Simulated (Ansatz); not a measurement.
Ti in Ansatz: the effect of functional

Ti:

```
Ti
1.0
     2.98882    0.00000    0.00000
    -1.49441    2.58839    0.00000
     0.00000    0.00000    4.74159
Ti
2
Direct
  0.66667 0.33333 0.75000
  0.33333 0.66667 0.25000
```

The cell isn't the ideal one: volume scaled by 1.04.

Alike in all runs:

```yaml
Program: Ansatz 0.2.0
Task: single point
Potentials_or_basis: Ansatz PAW
k_mesh: 10 × 10 × 6
Occupations: fermi-dirac, width 0.05 eV
Spin: no spin polarisation
```

```tsv
functional	cutoff	pressure (GPa)
LDA	420 eV (not typed: the program's choice for these potentials)	?
r2SCAN	500 eV (not typed: the program's choice for these potentials)	-6.1
PBE	420 eV (not typed: the program's choice for these potentials)	-5.3
```

What does the run with functional LDA give?

Pressure -13.0 GPa.

Caveats: the PAW data sets come from PBE, with cores solved anew for the run's functional, which leaves a small shift of forces and pressure (some runs).
